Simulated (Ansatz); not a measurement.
# CuO (Tenorite) under changes of volume

One of the cells (10.163 Å³/atom); the others are scaled copies at fixed shape and fractional positions:

```
Cu O
1.0
     2.34465   -1.71340    0.00000
     2.34465    1.71340    0.00000
    -0.86055    0.00000    5.05944
Cu O
2 2
Direct
  0.49680 0.00320 0.50000
  0.00320 0.49680 0.00000
  0.40560 0.57140 0.75370
  0.57140 0.40560 0.25370
```

| Property | Result |
| --- | --- |
| Program | Ansatz 0.2.0 |
| Functional | RPBE |
| Potentials or basis | Ansatz PAW |
| Cutoff | 420 eV (not typed: the program's choice for these potentials) |
| k mesh | 10 × 10 × 5 |
| Occupations | fermi-dirac, width 0.05 eV |
| Spin | no spin polarisation |

```tsv
volume (Å³/atom)	energy over the lowest point (meV/atom)	pressure (GPa)	largest force (eV/Å)
9.553	90.39	25.0	0.989
9.756	61.94	19.9	0.917
9.959	39.65	15.4	0.849
10.163	22.83	11.3	0.786
10.366	10.95	7.6	0.727
10.569	?	?	?
10.772	0.00	1.3	0.685
```

Q: What does the run at 10.569 Å³/atom give?

A: Energy over the lowest point 3.50 meV/atom; pressure 4.3 GPa; largest force 0.695 eV/Å.

Worked out: A Birch-Murnaghan fit of order 3 (a polynomial in V^(-2/3)) to the other rows has its minimum at 10.87 Å³/atom, just outside them, with B0 = V·E''(V) = 141 GPa and B' = 4.9 at fixed shape and positions, which overstates the stiffness. It gives 3.52 meV/atom at 10.569 Å³/atom, against the run's 3.50, and -dE/dV = 4.3 GPa, against 4.3.

Energies are extrapolated to zero smearing.

Caveats: the run has no spin polarisation, though such a crystal can be magnetic; the PAW data sets come from PBE, with cores solved anew for the run's functional, which leaves a small shift of forces and pressure.
